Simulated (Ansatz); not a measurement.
HfC, DFT, PBE, PAW with Ansatz's default frozen-core files, fully relativistic files with spin-orbit coupling (Ansatz 0.2.0), run on 1 thread of AMD EPYC 9R45 96-Core Processor (Zen 5) on a shared host.

The cell is COD entry 1539502, as deposited and not checked against the literature; nothing was relaxed.

Command: `ansatz run input.yaml --threads 1 --pin off --max-ram 2048MiB --backend cpu --events-out ev --progress --plain --runs-dir out`

```yaml
crystal:
  lattice:
    - [0.0, 2.325, 2.325]
    - [2.325, 0.0, 2.325]
    - [2.325, 2.325, 0.0]
  atoms:
    - { symbol: Hf, position: [0.5, 0.5, 0.5] }
    - { symbol: C, position: [0.0, 0.0, 0.0] }
kpoints:
  mp_grid: { grid: [15, 15, 15] }
  band_path:
    path:
      - [0.0, 0.0, 0.0]
      - [0.5, 0.0, 0.5]
      - [0.625, 0.25, 0.625]
      - [0.375, 0.375, 0.75]
      - [0.0, 0.0, 0.0]
      - [0.5, 0.5, 0.5]
      - [0.5, 0.25, 0.75]
      - [0.5, 0.0, 0.5]
    npoints: 5
scf:
  occupations: { method: fermi_dirac, width: 0.05 }
hamiltonian:
  xc: pbe
  pseudopotentials: { kind: paw_fr }
output:
  forces: true
  stress: true
  eigenvalues: true
  efg: { contact_densities: true }
magnetization:
  noncollinear: true
  spin_orbit: true
```

Problem. How large is the problem that the program sets up?

Solution. 120 irreducible k-points, 531 plane waves at Γ, 38 bands.

Problem. About how long does it take, and how much memory does it use?

Solution. 9.9 s of wall time for 9 SCF iterations, with a peak of 0.74 GiB. Times on shared machines scatter by tens of per cent.

Problem. And the same cell and mesh by full-potential LAPW, asked for forces, stress, eigenvalues, noncollinear, spin_orbit and the same band path, on the same hardware?

Solution. 87 s, peak memory 0.85 GiB.
